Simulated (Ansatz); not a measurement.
# NiO2 in Ansatz: the effect of functional

NiO2:

```
CELL_PARAMETERS angstrom
1.42058 0.82017 7.06607
-1.42058 0.82017 7.06607
0.00000 -1.64034 7.06607
ATOMIC_POSITIONS crystal
Ni 0.00000 0.00000 0.00000
O 0.37879 0.37879 0.37879
O 0.62121 0.62121 0.62121
```

The cell comes from a database or a generator and needn't be the stable form of this composition.

The cell isn't the ideal one: volume scaled by 1.04.

Alike in all runs:

```yaml
Program: Ansatz 0.2.0
Task: single point
Potentials_or_basis: Ansatz PAW
k_mesh: 11 × 11 × 11
Occupations: fermi-dirac, width 0.05 eV
Spin: collinear spin, ferromagnetic start
Starting_moments: "[1.0, 0.0, 0.0] μB"
```

```csv
functional,cutoff,gap on the mesh (eV),pressure (GPa),largest force (eV/Å)
LDA,420 eV (not typed: the program's choice for these potentials),?,?,?
PBEsol,420 eV (not typed: the program's choice for these potentials),1.19,-8.0,0.98
r2SCAN,500 eV (not typed: the program's choice for these potentials),1.70,-8.6,0.95
```

Question: What does the run with functional LDA give?

Answer: gap on the mesh 1.13 eV; pressure -11.8 GPa; largest force 1.43 eV/Å.

Caveats: odd divisions of the mesh miss points on the zone boundary, where band edges often lie, so the gap on the mesh can be too wide; the PAW data sets come from PBE, with cores solved anew for the run's functional, which leaves a small shift of forces and pressure; the starting moments weren't kept; forces of over 1 eV/Å show positions far from the minimum, so gaps and moduli don't describe the material at rest (some runs); the magnetic or orbital state may not be the lowest (some runs).

A k mesh can miss the band edges.

Runs at the PBE level aren't shown here.
